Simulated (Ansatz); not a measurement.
**HgTe: the cell at several levels of theory**

Cell and atoms of the published phase of HgTe (Fm-3m) are relaxed in turn with PBE-D3(BJ) and r2SCAN+rVV10.

The runs shown are made with Ansatz 0.2.0. PAW datasets, plane waves, zero pressure. No spin polarisation and no zero-point or thermal motion.

**1. Starting point**

The symmetry is Fm-3m (No. 225, cubic); a = 6.360 Å in the conventional setting, 32.16 Å³ an atom. Near Hg stand 6 Te at 3.18 Å; near Te stand 6 Hg at 3.18 Å.

Structure file:

```cif
data_structure
_symmetry_space_group_name_H-M 'Fm-3m'
_symmetry_Int_Tables_number 225
_cell_length_a 6.3600
_cell_length_b 6.3600
_cell_length_c 6.3600
_cell_angle_alpha 90.000
_cell_angle_beta 90.000
_cell_angle_gamma 90.000
_cell_volume 257.26
loop_
_atom_site_label
_atom_site_type_symbol
_atom_site_symmetry_multiplicity
_atom_site_Wyckoff_symbol
_atom_site_fract_x
_atom_site_fract_y
_atom_site_fract_z
_atom_site_occupancy
Hg1 Hg 4 a 0.00000 0.00000 0.00000 1
Te1 Te 4 b 0.50000 0.00000 0.00000 1
```

**2. PBE-D3(BJ): cell and atoms**

The input, input.yaml:

```yaml
crystal:
  lattice:
    - [0.0, 3.18, 3.18]
    - [3.18, 0.0, 3.18]
    - [3.18, 3.18, 0.0]
  atoms:
    - { symbol: Hg, position: [0.0, 0.0, 0.0] }
    - { symbol: Te, position: [0.5, 0.5, 0.5] }
kpoints:
  mp_grid: { grid: [6, 6, 6] }
hamiltonian:
  xc: pbe
  dispersion: d3bj
scf:
  occupations: { method: fermi_dirac, width: 0.02 }
relax:
  f_tol: 0.005
  cell: {}
```

On the command line:

```console
$ ansatz run input.yaml --threads 2 --pin off --max-ram 2211MiB --backend cpu --events-out ev --progress --plain --runs-dir out
```

Further steps of the session: Relaxation with r2SCAN+rVV10.

What does the calculation give? Wanted: for each run, a; volume; space group; SCF geometries.

As calculated:

```
       level  a (Å)  volume (Å³/atom)  space group  SCF geometries
  PBE-D3(BJ)  6.034            27.465        Fm-3m               5
r2SCAN+rVV10  6.041            27.555        Fm-3m               4
```

**Reading.** The first relaxation changed the volume by -14.6 % from the start. PBE-D3(BJ) gives the smallest cell and r2SCAN+rVV10 the largest; they differ by 0.3 % in volume, a mean of 0.1 % in length.
